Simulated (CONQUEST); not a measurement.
Al:

```
Al
1.0
     2.86351    0.00000    0.00000
     0.00000    2.86351    0.00000
     0.00000    0.00000    4.04961
Al
2
Direct
  0.00000 0.00000 0.00000
  0.50000 0.50000 0.50000
```

```yaml
Program: CONQUEST 1.3
Task: single point
Functional: PBE
Potentials_or_basis: PseudoDojo NC PBE, SZ, grid cutoff 120 Ha
k_mesh: 9 × 9 × 7
Occupations: fermi-dirac, width 0.05 eV
Spin: no spin polarisation
```

On this cell: pressure 14.7 GPa; largest force zero by symmetry; band gap on the k mesh none (metal or under the smearing width).

The same run follows on a disturbed copy (atoms of the box moved at random, drawn with an rms of 0.05 Å):

```
Al
1.0
     2.86351    0.00000    0.00000
     0.00000    2.86351    0.00000
     0.00000    0.00000    4.04961
Al
2
Direct
  0.98338 0.99642 0.00343
  0.51316 0.51358 0.49916
```

Problem. What changes?

Solution. The energy (extrapolated to zero smearing) moves by +2.5 meV/atom; pressure 15.0 GPa; largest force 0.172 eV/Å; band gap on the k mesh none (metal or under the smearing width).

Forces on the atoms (eV/Å):
```
Al   0.070  0.044 -0.151
Al  -0.070 -0.043  0.151
```

Caveats: the atomic basis is small; the basis of atomic orbitals isn't converged, which shifts pressures, moduli and gaps; the real-space grid breaks the cell's symmetry a little (some runs).
